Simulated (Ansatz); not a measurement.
Ruthenium (diamond) across density functionals

All rows: Ansatz, plane waves with scalar-relativistic PAW, 420 eV (500 eV for the SCAN forms), relaxed under each functional, no dispersion correction, no zero-point motion. B₀ comes from uniform scaling at fixed shape; a dash is a value not given.

| functional | V (Å³/atom) | cell | B₀ (GPa) | magnetic state | ΔE to hcp (meV/atom) |
| --- | --- | --- | --- | --- | --- |
| PBE | 20.28 | a = 5.454 Å | 163 | non-magnetic | 1186 |
| r²SCAN | 19.83 | a = 5.413 Å | 178 | non-magnetic | 1165 |
| PBEsol | 19.59 | a = 5.392 Å | 182 | spin not included | 1373 |
| LDA | 19.21 | a = 5.356 Å | 194 | spin not included | 1396 |
| revPBE | 20.55 | a = 5.478 Å | 156 | spin not included | 1132 |
| RPBE | 20.66 | a = 5.488 Å | 153 | spin not included | 1111 |
| BLYP | 21.23 | a = 5.538 Å | 143 | spin not included | 731 |

LDA gives the smallest volume and BLYP the largest.
